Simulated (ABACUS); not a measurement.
# InAs (F-43m) in ABACUS: a series of runs, part 2 of 2

ABACUS 3.10.1. Earlier steps stand in the parts before.

### 4 Equation of state, revPBE, 26.94 Å³/atom (volume scaled by 0.98)

run_abacus.py reads:

```python
"""ABACUS run from a structure file: ASE reads it, the script writes STRU, KPT and INPUT."""
import re
import subprocess
import spglib
from ase import Atoms
from ase.io import read
from ase.units import Bohr

atoms = read("InAs.cif")
cell, frac, numbers = spglib.standardize_cell((atoms.cell[:], atoms.get_scaled_positions(), atoms.numbers), to_primitive=True, symprec=1e-4)
atoms = Atoms(numbers=numbers, cell=cell, scaled_positions=frac, pbc=True)  # the primitive cell
atoms = atoms[(-atoms.numbers).argsort(kind="stable")]  # ABACUS lists atoms element by element
pseudo = {'In': 'In.upf', 'As': 'As.upf'}
orbital = {}
magmoms = None
kmesh = [6, 6, 6]
params = {
    'suffix': 'InAs',
    'calculation': 'scf',
    'basis_type': 'pw',
    'pseudo_dir': './',
    'symmetry': 1,
    'dft_functional': 'revpbe',
    'ecutwfc': 105,
    'pseudo_rcut': 10,
    'nspin': 1,
    'nbands': 27,
    'ks_solver': 'dav',
    'smearing_method': 'fd',
    'smearing_sigma': 0.00367493,
    'scf_thr': 1e-08,
    'scf_nmax': 100,
    'mixing_type': 'broyden',
    'mixing_beta': 0.7,
    'cal_force': 1,
    'cal_stress': 1,
    'kpar': 4,
}

symbols = atoms.get_chemical_symbols()
elements = list(dict.fromkeys(symbols))
lines = ["ATOMIC_SPECIES"] + [f"{e} {atoms.get_masses()[symbols.index(e)]:.4f} {pseudo[e]}" for e in elements]
if orbital:
    lines += ["", "NUMERICAL_ORBITAL"] + [orbital[e] for e in elements]
lines += ["", "LATTICE_CONSTANT", f"{1 / Bohr:.10f}", "", "LATTICE_VECTORS"]
lines += [" ".join(f"{x:.10f}" for x in v) for v in atoms.cell]
lines += ["", "ATOMIC_POSITIONS", "Direct"]
for e in elements:
    lines += ["", e, "0.0", str(symbols.count(e))]
    for i, p in enumerate(atoms.get_scaled_positions(wrap=False)):
        if symbols[i] == e:
            mag = "" if magmoms is None else " mag " + " ".join(str(x) for x in (magmoms[i] if isinstance(magmoms[i], list) else [magmoms[i]]))
            lines.append(" ".join(f"{x:.10f}" for x in p) + " 1 1 1" + mag)
open("STRU", "w").write("\n".join(lines) + "\n")
open("KPT", "w").write("K_POINTS\n0\nGamma\n%d %d %d 0 0 0\n" % tuple(kmesh))
open("INPUT", "w").write("INPUT_PARAMETERS\n" + "".join(f"{k:<20s}{v}\n" for k, v in params.items()))

done = subprocess.run(['mpirun', '-np', '4', 'abacus'])
if done.returncode:
    raise SystemExit(done.returncode)
log = open("OUT.InAs/running_scf.log").read()
print("final energy (eV):", re.findall(r"FINAL_ETOT_IS (\S+)", log))
```

InAs.cif reads:

```cif
data_InAs
_cell_length_a 5.99548871
_cell_length_b 5.99548871
_cell_length_c 5.99548871
_cell_angle_alpha 90.00000000
_cell_angle_beta 90.00000000
_cell_angle_gamma 90.00000000
_space_group_name_H-M_alt 'F-43m'
_space_group_name_Hall 'F -4 2 3'
_space_group_IT_number 216
loop_
_space_group_symop_operation_xyz
'x,y,z'
'y,-x,-z'
'-x,-y,z'
'-y,x,-z'
'x,-y,-z'
'y,x,z'
'-x,y,-z'
'-y,-x,z'
'z,x,y'
'-z,y,-x'
'z,-x,-y'
'-z,-y,x'
'-z,x,-y'
'z,y,x'
'-z,-x,y'
'z,-y,-x'
'y,z,x'
'-x,-z,y'
'-y,z,-x'
'x,-z,-y'
'-y,-z,x'
'x,z,y'
'y,-z,-x'
'-x,z,-y'
'x,y+1/2,z+1/2'
'y,-x+1/2,-z+1/2'
'-x,-y+1/2,z+1/2'
'-y,x+1/2,-z+1/2'
'x,-y+1/2,-z+1/2'
'y,x+1/2,z+1/2'
'-x,y+1/2,-z+1/2'
'-y,-x+1/2,z+1/2'
'z,x+1/2,y+1/2'
'-z,y+1/2,-x+1/2'
'z,-x+1/2,-y+1/2'
'-z,-y+1/2,x+1/2'
'-z,x+1/2,-y+1/2'
'z,y+1/2,x+1/2'
'-z,-x+1/2,y+1/2'
'z,-y+1/2,-x+1/2'
'y,z+1/2,x+1/2'
'-x,-z+1/2,y+1/2'
'-y,z+1/2,-x+1/2'
'x,-z+1/2,-y+1/2'
'-y,-z+1/2,x+1/2'
'x,z+1/2,y+1/2'
'y,-z+1/2,-x+1/2'
'-x,z+1/2,-y+1/2'
'x+1/2,y,z+1/2'
'y+1/2,-x,-z+1/2'
'-x+1/2,-y,z+1/2'
'-y+1/2,x,-z+1/2'
'x+1/2,-y,-z+1/2'
'y+1/2,x,z+1/2'
'-x+1/2,y,-z+1/2'
'-y+1/2,-x,z+1/2'
'z+1/2,x,y+1/2'
'-z+1/2,y,-x+1/2'
'z+1/2,-x,-y+1/2'
'-z+1/2,-y,x+1/2'
'-z+1/2,x,-y+1/2'
'z+1/2,y,x+1/2'
'-z+1/2,-x,y+1/2'
'z+1/2,-y,-x+1/2'
'y+1/2,z,x+1/2'
'-x+1/2,-z,y+1/2'
'-y+1/2,z,-x+1/2'
'x+1/2,-z,-y+1/2'
'-y+1/2,-z,x+1/2'
'x+1/2,z,y+1/2'
'y+1/2,-z,-x+1/2'
'-x+1/2,z,-y+1/2'
'x+1/2,y+1/2,z'
'y+1/2,-x+1/2,-z'
'-x+1/2,-y+1/2,z'
'-y+1/2,x+1/2,-z'
'x+1/2,-y+1/2,-z'
'y+1/2,x+1/2,z'
'-x+1/2,y+1/2,-z'
'-y+1/2,-x+1/2,z'
'z+1/2,x+1/2,y'
'-z+1/2,y+1/2,-x'
'z+1/2,-x+1/2,-y'
'-z+1/2,-y+1/2,x'
'-z+1/2,x+1/2,-y'
'z+1/2,y+1/2,x'
'-z+1/2,-x+1/2,y'
'z+1/2,-y+1/2,-x'
'y+1/2,z+1/2,x'
'-x+1/2,-z+1/2,y'
'-y+1/2,z+1/2,-x'
'x+1/2,-z+1/2,-y'
'-y+1/2,-z+1/2,x'
'x+1/2,z+1/2,y'
'y+1/2,-z+1/2,-x'
'-x+1/2,z+1/2,-y'
loop_
_atom_site_label
_atom_site_type_symbol
_atom_site_symmetry_multiplicity
_atom_site_Wyckoff_symbol
_atom_site_fract_x
_atom_site_fract_y
_atom_site_fract_z
_atom_site_occupancy
In1 In 4 a 0.0000000000 0.0000000000 0.0000000000 1
As1 As 4 c 0.2500000000 0.2500000000 0.2500000000 1
```

Launch:

```console
$ OMP_NUM_THREADS=1 python run_abacus.py > log
```

It took 16 s on 4 MPI ranks of AMD EPYC 7R43 (Zen 3), shared host; peak memory 0.56 GiB.

Results (log left out):

```yaml
Free_energy: -13736.1908 eV
Pressure: 7.3 GPa
Band_gap_on_the_k_mesh: none (metal or under the smearing width)
```

Caveat: the potentials were made for another functional, which shifts forces and pressure.

### 5 Equation of state, revPBE, 28.04 Å³/atom (volume scaled by 1.02)

run_abacus.py is that of step 4.

Edit InAs.cif of step 4 so:

```diff
@@ -1,5 +1,5 @@
 data_InAs
-_cell_length_a 5.99548871
-_cell_length_b 5.99548871
-_cell_length_c 5.99548871
+_cell_length_a 6.07597468
+_cell_length_b 6.07597468
+_cell_length_c 6.07597468
 _cell_angle_alpha 90.00000000
```

Launch:

```console
$ OMP_NUM_THREADS=1 python run_abacus.py > log
```

Wall time 16 s (4 MPI ranks of AMD EPYC 7R43 (Zen 3), shared host); peak memory 0.56 GiB.

The run converged. Its results:

| Property | Result |
| --- | --- |
| Free energy | -13736.2709 eV |
| Pressure | 4.5 GPa |
| Band gap on the k mesh | none (metal or under the smearing width) |

Caveat: the potentials were made for another functional, which shifts forces and pressure.

### 6 Equation of state, revPBE, 29.14 Å³/atom (volume scaled by 1.06)

run_abacus.py is that of step 5.

Edit InAs.cif of step 5 so:

```diff
@@ -1,5 +1,5 @@
 data_InAs
-_cell_length_a 6.07597468
-_cell_length_b 6.07597468
-_cell_length_c 6.07597468
+_cell_length_a 6.15438300
+_cell_length_b 6.15438300
+_cell_length_c 6.15438300
 _cell_angle_alpha 90.00000000
```

Potentials or basis: PseudoDojo NC SR 0.5 PBE stringent, plane waves.

Launch:

```console
$ OMP_NUM_THREADS=1 python run_abacus.py > log
```

Run time: 15 s. Hardware: 4 MPI ranks of AMD EPYC 7R43 (Zen 3), shared host; peak memory 0.56 GiB.

It converged, with:

```
Free energy            : -13736.3162 eV
Pressure               : 2.2 GPa
Band gap on the k mesh : none (metal or under the smearing width)
```

Caveat: the potentials were made for another functional, which shifts forces and pressure.

### 7 Equation of state, revPBE

This step only gathers the single runs of the series.

Results:

```yaml
Equilibrium_volume: "30.42 Å³/atom (rough: see the caveat)"
Bulk_modulus: 46 GPa (rough)
```

Energy against volume, from the lowest point:
| volume (Å³/atom) | energy (meV/atom) |
| --- | --- |
| 25.840 | 123.97 |
| 26.939 | 62.72 |
| 28.039 | 22.65 |
| 29.138 | 0.00 |

Caveat: the minimum lies outside the volumes run; the potentials were made for another functional, which shifts forces and pressure.
